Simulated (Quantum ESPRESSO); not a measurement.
# GaAs under changes of volume

One of the cells (19.593 Å³/atom); the others are scaled copies at fixed shape and fractional positions:

```
CELL_PARAMETERS angstrom
0.00000 2.69589 2.69589
2.69589 0.00000 2.69589
2.69589 2.69589 0.00000
ATOMIC_POSITIONS crystal
Ga 0.00000 0.00000 0.00000
As 0.50000 0.50000 0.50000
```

The cell was built by a generator and needn't be a form met in nature.

```yaml
Program: Quantum ESPRESSO 7.5
Functional: PBE
Potentials_or_basis: SSSP 1.3 efficiency PBE
Cutoff: 952 eV
Density_cutoff: 7619 eV
k_mesh: 9 × 9 × 9
Occupations: fermi-dirac, width 0.05 eV
Spin: no spin polarisation
```

```csv
volume (Å³/atom),energy over the lowest point (meV/atom),pressure (GPa)
18.418,18.20,5.0
18.810,?,?
19.201,2.09,1.5
19.593,0.00,0.0
19.985,1.36,-1.3
20.377,5.86,-2.5
20.769,13.16,-3.6
```

What does the run at 18.810 Å³/atom give?

Energy over the lowest point 7.94 meV/atom; pressure 3.1 GPa.

Worked out: A Birch-Murnaghan fit of order 3 (a polynomial in V^(-2/3)) to the other rows has its minimum at 19.63 Å³/atom with B0 = V·E''(V) = 70 GPa and B' = 4.2. It gives 8.01 meV/atom at 18.810 Å³/atom, against the run's 7.94, and -dE/dV = 3.3 GPa, against 3.1.

Energies are extrapolated to zero smearing.
